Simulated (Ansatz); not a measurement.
# Rh (Fm-3m) in Ansatz: a series of runs

Runs on Rh. Level: PBE. Tasks: single point.

Everything below comes from runs of Ansatz 0.2.0. Logs are shortened: lines on timing, memory, paths and dates and some standing lists are left out, and cuts for length are marked.

## (1) The structure

The structure is cubic, space group Fm-3m (No. 225). The conventional cell has a = 3.796 Å, b = 3.796 Å, c = 3.796 Å, α = 90.00°, β = 90.00°, γ = 90.00°. Rh (site symmetry m-3m) is surrounded by 12 Rh at 2.68 Å.

## (2) Single point, PBE

Contents of input.yaml:

```yaml
crystal:
  lattice:
    - [0.0, 1.89785, 1.89785]
    - [1.89785, 0.0, 1.89785]
    - [1.89785, 1.89785, 0.0]
  atoms:
    - { symbol: Rh, position: [0.0, 0.0, 0.0] }
kpoints:
  mp_grid: { grid: [12, 12, 12] }
scf:
  occupations: { method: gaussian, width: 0.017 }
hamiltonian:
  xc: pbe
  pseudopotentials: { kind: all_electron, lapw: { basis_error: 0.001 } }
output:
  forces: true
  stress: true
  eigenvalues: true
```

Potentials or basis: all-electron LAPW, scalar-relativistic.

Run with:

```bash
> ansatz run input.yaml --threads 1 --pin off --max-ram 3072MiB --backend cpu --events-out ev --progress --plain --runs-dir out
```

The log of the run:

```text
Warning: RAYON_NUM_THREADS=1 ignored (pool sized by the plan → 1); use --threads N
LAPW: plane waves up to 8.542 Å⁻¹, error target 1.0e-3 eV per atom; small_component_spin mean_spin; Rh in spheres of 1.342 Å, 27 of its electrons in bands, Dirac shells [] (how accurate: hamiltonian.pseudopotentials.lapw.basis_error, Limitations)
Engine: ansatz 0.2.0, aarch64-unknown-linux-gnu
Pseudopotentials: kind: all_electron
Pseudopotential: Rh, LAPW, valence charge 27, lapw/all_electron/scalar/gaussian/Rh, Koelling and Harmon's equation, gaussian nucleus
Functional definition: PBE
  parameter kappa = 0.804
  parameter beta = 0.06672455060314922
  exchange = pbe_x(kappa = kappa, mu = beta*pi^2/3)
  correlation = pbe_c(beta = beta)
Crystal: 1 atoms, lattice volume = 13.671 Å³
Basis set: ecut = 277.99899748702023 eV, 137 PW (Γ), exchange–correlation at level 2
Bands: 18, of which v1, the nominal top of the filled ones, is band 14 counted from 1 (13 counted from 0)
Symmetry: 48 space group operations
Space group: Fm-3m (ITA 225), of the structure as read, at distance tolerance 2.4e-5 Å
k-points: 72 of 1728
Non-local potential: Rh, projectors of the file, none
Initial density: superposition of atomic densities (chi_scale 0.1, normalization cell)
Initial wavefunctions: plane waves of lowest kinetic energy (no species holds an atomic orbital)
Functional: x = pbe(κ = 0.804, μ = 0.2195149727645171), c = pbe(β = 0.06672455060314922)
iter 1 solved again at ethr=3.59e-4 eV; its pass at ethr=1.00e-1 eV (dr2=9.70e-2 eV) is discarded
SCF iter   1: F=—  HF=-130187.768977 eV  |F-HF|=—  |Δ(HF+E_count)|=         —  Δρ=3.78e-2  dr2=9.74e-2  ethr=3.59e-4  ⟨swp⟩=3.0  Hψ=8484  notcnv=0
preconditioner: auto → none  [insulator: Δε(μ)=0.063 eV  Ē_g=13.828 eV  σ=0.017 eV  W_gap=0.75  n_scr=8 (ndim 8)  ℏωp=30.1 eV  f_vac=0.000  D(μ)=0.73/eV (n_scr^D=8)  ε∞_Penn≈5.7]
iter 2 solved again at ethr=4.08e-6 eV; its pass at ethr=3.59e-4 eV (dr2=1.10e-3 eV) is discarded
SCF iter   2: F=—  HF=-130187.344224 eV  |F-HF|=—  |Δ(HF+E_count)|=   4.25e-1  Δρ=3.24e-3  dr2=1.10e-3  ethr=4.08e-6  ⟨swp⟩=2.0  Hψ=6731  notcnv=0
SCF iter   3: F=—  HF=-130187.293469 eV  |F-HF|=—  |Δ(HF+E_count)|=   5.08e-2  Δρ=4.28e-3  dr2=9.77e-4  ethr=4.08e-6  ⟨swp⟩=2.9  Hψ=4173  notcnv=0
SCF iter   4: F=—  HF=-130187.292236 eV  |F-HF|=—  |Δ(HF+E_count)|=         —  Δρ=6.13e-4  dr2=1.91e-5  ethr=3.62e-6  ⟨swp⟩=2.2  Hψ=3806  notcnv=0
the basis was enlarged: its passes take 419.2 KiB over the memory plan, 1 of 1 planned eigensolver slots
SCF iter   5: F=—  HF=-130187.292257 eV  |F-HF|=—  |Δ(HF+E_count)|=   2.12e-5  Δρ=7.05e-5  dr2=3.10e-7  ethr=7.07e-8  ⟨swp⟩=2.3  Hψ=3596  notcnv=0
SCF iter   6: F=-130187.292258 eV  HF=-130187.292258 eV  |F-HF|=2.85e-9  |Δ(HF+E_count)|=   7.26e-7  Δρ=2.64e-6  dr2=3.35e-10  ethr=1.15e-9  ⟨swp⟩=2.3  Hψ=3613  notcnv=0
SCF 1 converged in 6 iterations: F = -130187.292258 eV  dr2 = 3.35e-10
SCF converged after 6 iterations
Free energy (F): -130187.292258 eV
Harris-Foulkes:  -130187.292258 eV  (|F-HF|=2.85e-9)
Internal energy: -130187.291937 eV  (E = F + TS)
E sigma→0 (E₀):  -130187.292097 eV
Entropy (-TS):   -0.000321 eV (-0.321 meV/atom)
Fermi energy:    24.807444 eV
--- Per-component energies (eV) ---
  E_band       = -2767.624544
  E_kinetic    = 135621.553195
  E_xc         = -3780.764254
  E_electrostatic = -262028.080878  (all electrons and nuclei)
  E_smearing   = -0.000321  (= −TS)
  E_closure    = 0.000000  (closes the sum)
  E_atoms      = -130180.026586  (free atoms, spherical and without spin; not in F)
  Σ components = -130187.292258   (vs F -130187.292258, Δ=0.00e0)
  Basis errors (estimates in eV, not in F): energy 2.0e-4 per atom: plane waves 1.6e-4 (1.2e-4 summed), levels above the bands 0.0e0, relativity 6.1e-8, radial functions 3.4e-5, core shells 3.3e-7; eigenvalues (radial functions only) 1.2e-5; not estimated: angular momenta, meshes, grids; target (lapw.basis_error) 1.0e-3; muffin-tin radii Rh 1.342 Å
--- Forces (eV/Å), atoms counted from 1 ---
  atom   1  Rh    -0.00000000     0.00000000    -0.00000000
  max |Σ_I F_I| component: 1.97e-31 eV/Å
--- Stress (GPa, compression-positive) ---
        7.182226      -0.000000       0.000000
       -0.000000       7.182226      -0.000000
        0.000000      -0.000000       7.182226
  P = ⅓ Tr σ = 7.1822 GPa (71.822 kbar)
--- Band table (eV; the first three rows and the last of 72) ---
  k-point 0: bands = ["-272.2002", "-272.2002", "-272.2002", "-272.1744", "-272.1744", "-54.1726", "-21.6271", "-21.6271", "-21.6271", "16.7516", "21.6339", "21.6339", "21.6339", "23.7375", "23.7375", "40.5334", "45.9066", "45.9066"]
  k-point 1: bands = ["-272.2002", "-272.2002", "-272.2002", "-272.1744", "-272.1744", "-54.1650", "-21.6788", "-21.6341", "-21.6341", "17.0292", "21.5142", "21.7405", "21.7405", "23.6801", "23.6801", "40.9287", "44.6074", "46.3135"]
  k-point 2: bands = ["-272.2002", "-272.2002", "-272.2002", "-272.1744", "-272.1744", "-54.1439", "-21.8187", "-21.6532", "-21.6532", "17.7665", "21.3022", "21.9562", "21.9562", "23.6317", "23.6317", "41.7744", "42.3275", "47.4490"]
  k-point 71: bands = ["-272.2002", "-272.2002", "-272.2002", "-272.1744", "-272.1744", "-54.0188", "-22.1191", "-22.1191", "-21.9094", "19.6773", "20.9069", "20.9069", "23.5208", "25.7397", "34.4088", "34.4088", "36.0381", "37.4437"]
```

It took 5 s on 1 thread of Arm Neoverse V2, shared host; peak memory 0.26 GiB.

What came out:

```
Free energy            : -130187.2923 eV
Pressure               : 7.2 GPa
Band gap on the k mesh : none (metal or under the smearing width)
```

## (3) Single point, PBE

input.yaml: that of step 2 with these lines changed.

```diff
@@ -10,3 +10,3 @@
 scf:
-  occupations: { method: gaussian, width: 0.017 }
+  occupations: { method: gaussian, width: 0.02 }
 hamiltonian:
```

Potentials or basis: all-electron LAPW, scalar-relativistic.

Run with:

```bash
> ansatz run input.yaml --threads 1 --pin off --max-ram 3072MiB --backend cpu --events-out ev --progress --plain --runs-dir out
```

It took 4.9 s on 1 thread of Arm Neoverse V2, shared host; peak memory 0.26 GiB.

The run converged. Its results:

```yaml
Free_energy: -130187.2923 eV
Pressure: 7.2 GPa
Band_gap_on_the_k_mesh: none (metal or under the smearing width)
```

Levels at points of the mesh, in eV from the Fermi level:
```
             k point  band 9  band 10  band 11  band 12  band 13  band 14  band 15  band 16  band 17  band 18
  (0.00, 0.00, 0.00)  -46.43    -8.05    -3.17    -3.17    -3.17    -1.07    -1.07    15.73    21.10    21.10
 (0.00, 0.00, -0.50)  -46.54    -6.23    -3.25    -3.25     0.51     0.51     0.67     8.64    15.28    21.01
(0.00, -0.50, -0.50)  -46.71    -6.44    -6.06     0.48     0.93     0.93     3.21    12.27    13.24    13.24
```
